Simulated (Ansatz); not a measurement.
A relaxed cell of Cd5HgTe6 is given with its symmetry left out. The cell was found from a structure generator's guess, not taken from experiment.

All numbers below come from DFT PBE, scalar-relativistic, plane waves, PAW in Ansatz 0.2.0. Cutoff 420 eV, Γ-centred mesh, Gaussian smearing, no spin polarisation.

```
CELL_PARAMETERS angstrom
4.32031 0.00000 0.00000
0.00000 4.32031 0.00000
0.00000 0.00000 18.52553
ATOMIC_POSITIONS crystal
Cd 0.00000 0.00000 0.83220
Cd 0.00000 0.00000 0.16780
Cd 0.50000 0.50000 0.33400
Cd 0.00000 0.00000 0.50000
Cd 0.50000 0.50000 0.66600
Hg 0.50000 0.50000 0.00000
Te 0.00000 0.00000 0.00000
Te 0.50000 0.50000 0.17223
Te 0.00000 0.00000 0.33526
Te 0.50000 0.50000 0.50000
Te 0.00000 0.00000 0.66474
Te 0.50000 0.50000 0.82777
```

Formation energies are uncorrected and refer to the elements' standard structures at the same level. The references include crystalline Hg.

(1) What space group does it have?

(2) What is its formation energy per atom?

(3) Is it a metal?

Answers

(1) P4/mmm (No. 123), with Cd and Hg ordered on rock salt sites. Conventional cell: a = 4.320 Å, c = 18.526 Å. Cd on a site of symmetry 4mm is surrounded by 6 Te at 3.06–3.11 Å; Cd on a second site of symmetry 4mm is surrounded by 6 Te at 3.00–3.08 Å; around Hg lie 6 Te at 3.05–3.19 Å; around Te on a site of symmetry 4/mmm lie 4 Hg at 3.05 Å and 2 Cd at 3.11 Å; 4 more sites not described.

(2) −0.24 eV/atom.

(3) Yes, bands cross the Fermi level on the 10×10×2 mesh.

The last run used a 10×10×2 mesh (in the run's order of axes) for its 12-atom cell and Gaussian smearing of 0.10 eV. Spin–orbit coupling, which can matter for Hg and Te, is left out. The reference form of Te is held partly by dispersion forces, which this level lacks. A structure relaxed within its symmetry needn't be a true minimum. Another cell of Cd5HgTe6 relaxed alike, in P-4m2, lies 175 meV/atom lower, so this cell isn't the stable form at this level.
